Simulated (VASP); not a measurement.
```
CELL_PARAMETERS angstrom
      0.00000     3.08421     3.08421
      3.08421     0.00000     3.08421
      3.08421     3.08421     0.00000
ATOMIC_POSITIONS crystal
  Al 0.97568 0.97568 0.02432
  Sb 0.25000 0.25000 0.25000
```

Calculation: PBEsol GGA, VASP's PBE PAW potentials (set 64) (plane waves; VASP). Numerical set-up: 480 eV cut-off, 8×8×8 Γ-centred mesh, Gaussian smearing of 0.050 eV, potentials Al Sb.

Q: Give the force on each atom (eV/Å).

A: 
```csv
atom,Fx,Fy,Fz
Al1,0.000,0.000,1.169
Sb2,0.000,0.000,-1.169
```

Q: Give the stress tensor in GPa (positive for a compressed cell).

A: 
```
 0.61  -3.13   0.00
-3.13   0.61   0.00
 0.00   0.00  -0.02
```
The pressure is its mean diagonal, 0.40 GPa.

The compound is AlSb in the zinc blende structure. This cell was strained or had an atom moved on purpose.
